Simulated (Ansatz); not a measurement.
Nb:

```
Nb
1.0
     0.00000    2.11500    2.11500
     2.11500    0.00000    2.11500
     2.11500    2.11500    0.00000
Nb
1
Cartesian
  0.0000 0.0000 0.0000
```

This isn't the form of Nb at room conditions, which is bcc.

Base run:

```yaml
Program: Ansatz 0.2.0
Functional: PBE
Potentials_or_basis: Ansatz PAW
Cutoff: "420 eV (not typed: the program's choice for these potentials)"
k_mesh: 8 × 8 × 8
Occupations: fermi-dirac, width 0.05 eV
Spin: spin-orbit coupling, no magnetisation
```

Its results: band gap on the k mesh none (metal or under the smearing width); pressure -1.8 GPa.

The run is repeated on the same cell with these changes: functional from PBE to LDA. What comes out?

Band gap on the k mesh none (metal or under the smearing width); pressure -10.9 GPa.

LDA binds more tightly than PBE, so the same cell stands under less pressure.

Caveats: the PAW data sets come from PBE, with cores solved anew for the run's functional, which leaves a small shift of forces and pressure (some runs).
